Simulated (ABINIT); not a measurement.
Input of an ABINIT 10.8.3 (patched build) run:

Contents of run.abi:

```
# Datasets: ground state, then fixed potential
ndtset 2

# Pseudopotentials
pp_dirpath "./"
pseudos "Si.upf"

# Structure
acell 3.8492788627 3.8492788627 3.8492788627 Angstrom
rprim
     0.0000000000     0.7071067812     0.7071067812
     0.7071067812     0.0000000000     0.7071067812
     0.7071067812     0.7071067812     0.0000000000
ntypat 1
znucl 14
natom 2
typat 1 1
xred
     0.5000000000     0.5000000000     0.5000000000
     0.7500000000     0.7500000000     0.7500000000

# Plane-wave basis
ecut 18.0

# Exchange and correlation
ixc 11

# Bands and occupations
occopt 3
tsmear 0.05 eV

# SCF cycle
nstep 100

# Output
iomode 3
prtwf 0
prteig 0
prtebands 0
prtden1 1

# Dataset 1
kptopt1 1
ngkpt1 8 8 8
nshiftk1 1
shiftk1 0.0 0.0 0.0
nband1 8
tolvrs1 1.0e-10

# Dataset 2: bands along G-X-W-K-G-L-U-W-L-K
iscf2 -2
getden2 1
nband2 12
nbdbuf2 2
tolwfr2 1.0e-12
kptopt2 -9
ndivsm2 6
prteig2 1
prtvol2 -3
kptbounds2
     0.0000000000     0.0000000000     0.0000000000
     0.5000000000     0.0000000000     0.5000000000
     0.5000000000     0.2500000000     0.7500000000
     0.3750000000     0.3750000000     0.7500000000
     0.0000000000     0.0000000000     0.0000000000
     0.5000000000     0.5000000000     0.5000000000
     0.6250000000     0.2500000000     0.6250000000
     0.5000000000     0.2500000000     0.7500000000
     0.5000000000     0.5000000000     0.5000000000
     0.3750000000     0.3750000000     0.7500000000
```

Potentials or basis: Ansatz NC PBE.

Launch:

```bash
$ abinit run.abi > log 2>&1
```

(1) What does it give for the band gap on the k mesh?

(2) Predict the pressure.

Answers

(1) 0.62 eV, indirect (least direct gap 2.55 eV).

(2) 1.3 GPa.
